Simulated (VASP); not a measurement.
Input of a VASP 6.6.1 run:

The input INCAR:

```
  PREC = Accurate
  ENCUT = 520
  EDIFF = 1E-7
  ISMEAR = -1
  SIGMA = 0.05
  LREAL = F
  LASPH = T
  NELM = 80
  ALGO = Normal
  ISIF = 2
  LWAVE = F
  LCHARG = F
  METAGGA = R2SCAN
  LMIXTAU = T
```

The input KPOINTS:

```
regular mesh
0
Gamma
  7 7 4
```

POSCAR

```
CdS
1.0
    4.1500000000      0.0000000000      0.0000000000
   -2.0750000000      3.5940054257      0.0000000000
    0.0000000000      0.0000000000      6.7370000000
Cd S
2 2
Direct
    0.6666666667      0.3333333333      0.5000000000
    0.3333333333      0.6666666667      0.0000000000
    0.6666666667      0.3333333333      0.8750000000
    0.3333333333      0.6666666667      0.3750000000
```

The input KPOINTS_OPT:

```
path GMKGALHA,LM,KH
20
line-mode
reciprocal
 0.0000000000  0.0000000000  0.0000000000  G
 0.5000000000  0.0000000000  0.0000000000  M

 0.5000000000  0.0000000000  0.0000000000  M
 0.3333333333  0.3333333333  0.0000000000  K

 0.3333333333  0.3333333333  0.0000000000  K
 0.0000000000  0.0000000000  0.0000000000  G

 0.0000000000  0.0000000000  0.0000000000  G
 0.0000000000  0.0000000000  0.5000000000  A

 0.0000000000  0.0000000000  0.5000000000  A
 0.5000000000  0.0000000000  0.5000000000  L

 0.5000000000  0.0000000000  0.5000000000  L
 0.3333333333  0.3333333333  0.5000000000  H

 0.3333333333  0.3333333333  0.5000000000  H
 0.0000000000  0.0000000000  0.5000000000  A

 0.5000000000  0.0000000000  0.5000000000  L
 0.5000000000  0.0000000000  0.0000000000  M

 0.3333333333  0.3333333333  0.0000000000  K
 0.3333333333  0.3333333333  0.5000000000  H
```

Potentials or basis: VASP PAW PBE potentials, release 64 (Cd, S).

The run is started by

```console
$ cat potpaw_PBE.64/Cd/POTCAR potpaw_PBE.64/S/POTCAR > POTCAR
$ mpirun -np 1 vasp_std > vasp.out
```

(1) What does it give for the band gap on the k mesh?

(2) What does it give for the band gap along the path?

(3) What does it give for the pressure?

(4) What does it give for the largest force?

Results:

(1) 1.65 eV, direct.

(2) 1.65 eV, direct.

(3) 1.0 GPa.

(4) 0.073 eV/Å.

Caveat: the PAW data sets were made with another functional, which shifts forces and pressure a little.

**What was measured.**

“Isotope dependence of band-gap energy”, 2008, arxiv:0807.2152 quotes, for a bulk crystal of CdS: band gap 2.5809 ± 0.0002 eV.

Measured gap of CdS: 2.5809 eV (quoted in “Isotope dependence of band-gap energy”, 2008, arxiv:0807.2152). This calculation gives 1.65 eV (-0.93 eV). Spin-orbit coupling on Cd is left out. The value is that of r2SCAN, without temperature or zero-point motion.
